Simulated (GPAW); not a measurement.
Crystal: Os.

```xyz
1
Lattice="0.0000 1.9450 1.9450 1.9450 0.0000 1.9450 1.9450 1.9450 0.0000" Properties=species:S:1:pos:R:3 pbc="T T T"
Os    0.0000    0.0000    0.0000
```

This isn't the form of Os at room conditions, which is hcp.

Base run:

* Program: GPAW 26.7.0
* Functional: PBEsol
* Potentials or basis: PAW data sets generated in the run's folder for this functional
* Cutoff: 600 eV
* Basis: pw
* k mesh: 12 × 12 × 12
* Occupations: gaussian, width 0.02 eV
* Spin: no spin polarisation

Its results: band gap on the k mesh none (metal or under the smearing width); pressure -22.6 GPa.

Problem. The run is repeated on the same cell with these changes: functional from PBEsol to PBE; potentials or basis from PAW data sets generated in the run's folder for this functional to GPAW PAW data sets (gpaw-data 1.2.1). What comes out?

Solution. Band gap on the k mesh none (metal or under the smearing width); pressure -12.0 GPa.

Caveats: so large a pressure means that the cell lies far from this level's equilibrium, or that cutoff or potentials fall short (some runs).
